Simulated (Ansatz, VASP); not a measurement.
## Ni: VASP beside Ansatz

INCAR

```
SYSTEM = Ni
PREC = Accurate ; ENCUT = 520
EDIFF = 1E-6 ; ISMEAR = -1
SIGMA = 0.05 ; LREAL = .False.
LASPH = .True. ; NELM = 150
ALGO = Fast ; ISIF = 2
LWAVE = .False. ; LCHARG = .False.
ISPIN = 2 ; MAGMOM = 1
LORBIT = 11 ; LMAXMIX = 4
GGA = PS ; NBANDS = 15
```

KPOINTS

```
Automatic mesh
0
Gamma
  13 13 13
  0 0 0
```

Contents of POSCAR:

```
Ni
1.0
    0.0000000000      1.7716516424      1.7716516424
    1.7716516424      0.0000000000      1.7716516424
    1.7716516424      1.7716516424      0.0000000000
Ni
1
Direct
    0.0000000000      0.0000000000      0.0000000000
```

File input.yaml:

```yaml
crystal:
  lattice:
    - [0.0, 1.7716516424, 1.7716516424]
    - [1.7716516424, 0.0, 1.7716516424]
    - [1.7716516424, 1.7716516424, 0.0]
  atoms:
    - { symbol: Ni, position: [0.0, 0.0, 0.0], spin: 1.0 }
kpoints:
  mp_grid: { grid: [13, 13, 13] }
scf:
  occupations: { method: fermi_dirac, width: 0.05 }
hamiltonian:
  xc: pbesol
  pseudopotentials: { kind: all_electron, lapw: { basis_error: 0.001 } }
magnetization:
  spin_polarized: true
output:
  forces: true
  stress: true
  eigenvalues: true
```

Change from the starting cell: volume scaled by 1.06.

Alike in both runs: task single point; functional PBEsol; k mesh 13 × 13 × 13; occupations fermi-dirac, width 0.05 eV; collinear spin.

```csv
,VASP,Ansatz
version,VASP 6.6.1,Ansatz 0.2.0
potentials or method,"VASP PAW PBE potentials, release 64 (Ni)","all-electron LAPW, scalar-relativistic"
plane-wave cutoff (eV),520,see its input
```

VASP gave:

* gap on the k mesh at the Fermi level (eV): none
* pressure (GPa): -13.3
* net moment per atom (μB): 0.63
* size of the moment on the site where the two differ most (μB): 0.64

Problem. Which values does Ansatz return?

Solution. gap on the k mesh at the Fermi level (eV): none; pressure (GPa): -13.5; net moment per atom (μB): 0.63; size of the moment on the site where the two differ most (μB): 0.66.

Site moments also hang on the region over which each program counts them. A gap of «none» marks a metal or a gap that the smearing closes. Ansatz ran all-electron here, so the differences hold the error of VASP's frozen core and of both bases.

Caveats: the PAW data sets were made with another functional, which shifts forces and pressure a little (VASP).
